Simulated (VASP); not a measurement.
# C in VASP: notebook, part 2 of 2

VASP 6.6.1.

## (4) Phonons, LDA

This run uses another cell than the first one, of 22.29 Å³/atom, 0.984 times its volume.

Input file POSCAR:

```
C
1.0
    2.4462574649      0.0000000000      0.0000000000
   -1.2231287324      2.1185211091      0.0000000000
    0.0000000000      0.0000000000     25.8030730000
  C
     6
Direct
     0.0000000000000000    0.0000000000000000    0.3709572820798712
     0.6666666699999979    0.3333333400000029    0.3709335105213043
     0.0000000000000000    0.0000000000000000    0.5000000000000000
     0.3333333300000021    0.6666666599999971    0.5000000000000000
     0.0000000000000000    0.0000000000000000    0.6290427179201288
     0.6666666699999979    0.3333333400000029    0.6290664894786957
```

Input file INCAR.step1:

```
PREC = Accurate ; ENCUT = 600
EDIFF = 1E-8 ; ISMEAR = 0
SIGMA = 0.1 ; LREAL = False
LASPH = True ; NELM = 80
ALGO = Normal ; ISIF = 2
LWAVE = False ; LCHARG = False
LATTICE_CONSTRAINTS = .TRUE. .TRUE. .FALSE. ; KPAR = 8
IBRION = 2 ; NSW = 40
EDIFFG = -0.002
```

Input file INCAR.step2:

```
PREC = Accurate ; ENCUT = 600
EDIFF = 1E-8 ; ISMEAR = 0
SIGMA = 0.1 ; LREAL = False
LASPH = True ; NELM = 80
ALGO = Normal ; ISIF = 2
LWAVE = False ; LCHARG = False
LATTICE_CONSTRAINTS = .TRUE. .TRUE. .FALSE. ; KPAR = 8
IBRION = 6 ; NFREE = 2
POTIM = 0.015 ; NSW = 1
```

Input file KPOINTS:

```
Automatic mesh
0
Gamma
  48 48 1
```

Potentials or basis: VASP PAW LDA potentials, release 64 (C).

On the command line:

```console
$ cat potpaw_LDA.64/C/POTCAR > POTCAR
$ cp INCAR.step1 INCAR
$ mpirun -np 8 vasp_std > vasp.out
$ cp CONTCAR POSCAR
$ cp INCAR.step2 INCAR
$ mpirun -np 8 vasp_std > vasp.out
```

OUTCAR:

```text
PREC = Accurate
   ENCUT = 600
   EDIFF = 1E-8
   ISMEAR = 0
   LREAL = False
   LASPH = True
   NELM = 80
   ISIF = 2
   IBRION = 6
   NFREE = 2
   POTIM = 0.015
   NSW = 1

 ion  position               nearest neighbor table
   1  0.000  0.000  0.371-   2 1.41   2 1.41   2 1.41
   2  0.667  0.333  0.371-   1 1.41   1 1.41   1 1.41
   3  0.000  0.000  0.500-   4 1.41   4 1.41   4 1.41
   4  0.333  0.667  0.500-   3 1.41   3 1.41   3 1.41
   5  0.000  0.000  0.629-   6 1.41   6 1.41   6 1.41
   6  0.667  0.333  0.629-   5 1.41   5 1.41   5 1.41

  LATTYP: Found a hexagonal cell.
 ALAT       =     2.4462574649
 C/A-ratio  =    10.5479792582

  Lattice vectors:
[... 876 lines left out ...]
  external PRESSURE =      -0.7950046 kB  Pullay stress =       0.0000000 kB
[... 21 lines left out ...]
  FREE ENERGIE OF THE ION-ELECTRON SYSTEM (eV)
  ---------------------------------------------------
  free  energy   TOTEN  =       -60.6437542124 eV

  energy  without entropy=      -60.6435276075  energy(sigma->0) =      -60.64364091

 INTERNAL STRAIN TENSORS FROM DISPLACED ATOMS
 ============================================

 INTERNAL STRAIN TENSOR FOR ION    1 for displacements in x,y,z  (eV/Angst):
          X           Y           Z          XY          YZ          ZX
  --------------------------------------------------------------------------------
  x     0.00000    -0.00000     0.00000    12.99102     0.00000     0.07196
  y    12.99102   -12.99102     0.00000    -0.00000     0.07196     0.00000
  z    -0.00649    -0.00649     0.37301    -0.00000     0.00000    -0.00000

 INTERNAL STRAIN TENSOR FOR ION    6 for displacements in x,y,z  (eV/Angst):
          X           Y           Z          XY          YZ          ZX
  --------------------------------------------------------------------------------
  x    -0.00000     0.00000     0.00000   -13.03574    -0.00000    -0.06883
  y   -13.03574    13.03574     0.00000     0.00000    -0.06883    -0.00000
  z     0.07407     0.07407    -0.56684     0.00000    -0.00000     0.00000

 Eigenvectors and eigenvalues of the dynamical matrix
 ----------------------------------------------------

   1 f  =   48.035961 THz   301.818843 2PiTHz 1602.307181 cm-1   198.660682 meV
             X         Y         Z           dx          dy          dz
      0.000000  0.000000  9.571783     0.018323    0.220871   -0.000000
      1.223129  0.706174  9.571327    -0.018325   -0.220898   -0.000000
      0.000000  0.000000 12.901537     0.052408    0.631729    0.000000
      0.000000  1.412347 12.901537    -0.052397   -0.631605    0.000000
      0.000000  0.000000 16.231290     0.018323    0.220871   -0.000000
      1.223129  0.706174 16.231746    -0.018325   -0.220898   -0.000000
[... 145 lines left out ...]
  18 f/i=    0.003444 THz     0.021638 2PiTHz    0.114872 cm-1     0.014242 meV
             X         Y         Z           dx          dy          dz
      0.000000  0.000000  9.571783    -0.227194   -0.340055    0.000000
      1.223129  0.706174  9.571327    -0.227214   -0.340085    0.000000
      0.000000  0.000000 12.901537    -0.225968   -0.338220    0.000000
      0.000000  1.412347 12.901537    -0.225979   -0.338236    0.000000
      0.000000  0.000000 16.231290    -0.227194   -0.340055    0.000000
      1.223129  0.706174 16.231746    -0.227214   -0.340085    0.000000

 ELASTIC MODULI CONTR FROM IONIC RELAXATION (kBar)
 Direction    XX          YY          ZZ          XY          YZ          ZX
 --------------------------------------------------------------------------------
 XX        -111.6201    110.5185      6.4158     -0.0000     -0.0000      0.0000
 YY         110.5185   -111.6201      6.4158     -0.0000      0.0000     -0.0000
 ZZ           6.4158      6.4158    -74.8518      0.0000      0.0000     -0.0000
 XY          -0.0000     -0.0000      0.0000   -111.0693     -0.0000     -0.0000
 YZ          -0.0000      0.0000      0.0000     -0.0000    -10.6672     -0.0000
 ZX           0.0000     -0.0000     -0.0000     -0.0000     -0.0000    -10.6672
 --------------------------------------------------------------------------------
```

OUTCAR.step1:

```text
PREC = Accurate
   ENCUT = 600
   EDIFF = 1E-8
   ISMEAR = 0
   LREAL = False
   LASPH = True
   NELM = 80
[... 769 lines left out ...]
  -------------------------------------------------------------------------------------
  Total       -0.0274747     -0.0274747     -0.1390956     -0.0000000      0.0000000     -0.0000000
  in kB       -0.3291828     -0.3291828     -1.6665470     -0.0000000      0.0000000     -0.0000000
  external PRESSURE =      -0.7749709 kB  Pullay stress =       0.0000000 kB
[... 21 lines left out ...]
  FREE ENERGIE OF THE ION-ELECTRON SYSTEM (eV)
  ---------------------------------------------------
  free  energy   TOTEN  =       -60.6457262013 eV

  energy  without entropy=      -60.6454994970  energy(sigma->0) =      -60.64561285

 reached required accuracy - stopping structural energy minimisation
```

Run time: 31 min. Hardware: 8 MPI ranks of AMD EPYC 9R45 (Zen 5), shared host; peak memory 3.5 GiB.

What came out:

```
Highest phonon frequency at Γ : 1602 cm⁻¹
```

Phonon frequencies in cm⁻¹ (negative: imaginary):
| q point | frequencies |
| --- | --- |
| (0.000, 0.000, 0.000) | 0 0 0 22 22 38 38 57 97 885 891 891 1595 1595 1596 1596 1602 1602 |
